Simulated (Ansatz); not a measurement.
## BN: opening a crack plane

BN, F-43m, a = 3.610 Å. The compound has several low-lying forms, and this is one of them. Ansatz: r2SCAN, PAW, 500 eV, Γ-centred 10×10×2 mesh on 12 atoms, Gaussian smearing 0.05 eV; no spin polarisation. One cut on (1-11) per cell of 12 atoms is opened rigidly by x, between planes of N and B that stand 1.56 Å apart; y is the energy per area (5.642 Å², 1 eV/Å² = 16.02 J/m²).

```tsv
x (Å)	y (J/m²)
0.00	0.000
0.25	1.290
0.50	3.661
0.75	6.080
1.00	?
1.50	11.434
2.00	13.354
3.00	14.857
4.50	15.155
6.00	15.191
```

Question: Fit the universal binding curve y = W[1 − (1 + x/l) e^(−x/l)] to the other rows, give the peak stress, and predict the missing value.

Answer: Least squares gives W = 15.2 J/m² and l = 0.545 Å. The stress dy/dx peaks at x = l with W/(e l) = 102.6 GPa, for rigid faces. At x = 1.00: x/l = 1.835, y = 8.321 J/m². The run gave 8.223 J/m², so the fit is 0.098 J/m² too high, within twice the rms miss on the fitted rows (0.074 J/m²).

Cost: 12 runs of about 5.7 core-minutes in all, on Arm Neoverse V2 (shared hosts).